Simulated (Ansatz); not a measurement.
A run of Ansatz 0.2.0:

Contents of input.yaml:

```yaml
crystal:
  lattice:
    - [0.0, 2.115, 2.115]
    - [2.115, 0.0, 2.115]
    - [2.115, 2.115, 0.0]
  atoms:
    - { symbol: Nb, position: [0.0, 0.0, 0.0] }
kpoints:
  mp_grid: { grid: [11, 11, 11] }
  band_path:
    path:
      - [0.0, 0.0, 0.0]
      - [0.5, 0.0, 0.5]
      - [0.5, 0.25, 0.75]
      - [0.375, 0.375, 0.75]
      - [0.0, 0.0, 0.0]
      - [0.5, 0.5, 0.5]
      - [0.625, 0.25, 0.625]
      - [0.5, 0.25, 0.75]
    npoints: 10
scf:
  occupations: { method: fermi_dirac, width: 0.05 }
hamiltonian:
  xc: pbesol
  pseudopotentials: { kind: all_electron, lapw: { basis_error: 0.001 } }
output:
  forces: true
  stress: true
  eigenvalues: true
```

Potentials or basis: all-electron LAPW, scalar-relativistic.

Run with:

```console
$ ansatz run input.yaml --threads 1 --pin off --max-ram 3072MiB --backend cpu --events-out ev --progress --plain --runs-dir out
```

Hardware: 1 thread of Arm Neoverse V2 (shared host).

Estimate the wall time of this run.

Wall time 5.1 s on 1 thread of Arm Neoverse V2, with other jobs on the host, peak memory 0.24 GiB. Counts: scf iterations 6, plane waves 113, k points 56, bands 16.
